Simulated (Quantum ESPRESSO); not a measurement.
**Al under changes of volume**

One of the cells (16.603 Å³/atom); the others are scaled copies at fixed shape and fractional positions:

```
Al
1.0
     0.00000    2.02481    2.02481
     2.02481    0.00000    2.02481
     2.02481    2.02481    0.00000
Al
1
Direct
  0.00000 0.00000 0.00000
```

```yaml
Program: Quantum ESPRESSO 7.5
Functional: PBE
Dispersion: D3(BJ)
Potentials_or_basis: PseudoDojo 0.4.1 SR PBE standard
Cutoff: 544 eV
Density_cutoff: 2177 eV
k_mesh: 11 × 11 × 11
Occupations: fermi-dirac, width 0.05 eV
Spin: no spin polarisation
```

```csv
volume (Å³/atom),energy over the lowest point (meV/atom),pressure (GPa)
15.607,?,?
15.939,0.00,-0.5
16.271,2.87,-2.2
16.603,9.01,-3.7
16.935,18.11,-5.0
17.267,29.83,-6.2
17.599,43.86,-7.3
```

**Question.** What does the run at 15.607 Å³/atom give?

**Answer.** Energy over the lowest point 0.81 meV/atom; pressure 1.3 GPa.

Worked out: A Birch-Murnaghan fit of order 3 (a polynomial in V^(-2/3)) to the other rows has its minimum at 15.84 Å³/atom, just outside them, with B0 = V·E''(V) = 88 GPa and B' = 4.5. It gives 0.85 meV/atom at 15.607 Å³/atom, against the run's 0.81, and -dE/dV = 1.4 GPa, against 1.3.

Energies are extrapolated to zero smearing.

Caveats: pairwise dispersion overbinds metals, which lowers pressure and volume.
